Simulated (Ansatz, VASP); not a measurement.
# One calculation of Tl, two programs

```
CELL_PARAMETERS angstrom
1.80049 1.03951 8.38606
-1.80049 1.03951 8.38606
0.00000 -2.07903 8.38606
ATOMIC_POSITIONS crystal
Tl 0.00000 0.00000 0.00000
Tl 0.22088 0.22088 0.22088
Tl 0.77912 0.77912 0.77912
```

Alike in both runs: functional PBE; k mesh 15 × 15 × 15; occupations gaussian, width 0.1 eV; no spin polarisation.

Ansatz relaxed the structure, and its values are those at the end. VASP's run is a single point on that final structure, the one shown.

```csv
,VASP,Ansatz
version,VASP 6.6.1,Ansatz 0.2.0
potentials or method,"VASP PAW PBE potentials, release 64 (Tl_d)","scalar-relativistic, plane waves, PAW"
plane-wave cutoff (eV),520,420
valence electrons in the cell,39,39
```

```tsv
	VASP	Ansatz	Ansatz less VASP
gap on the k mesh at the Fermi level (eV)	none	none	-
pressure (GPa)	0.0	0.0	+0.05
```

A gap of «none» marks a metal or a gap that the smearing closes. With one functional, cell and mesh, what is left measures potentials, basis and numerics.

Spin-orbit coupling is left out, which matters for the levels of Tl.
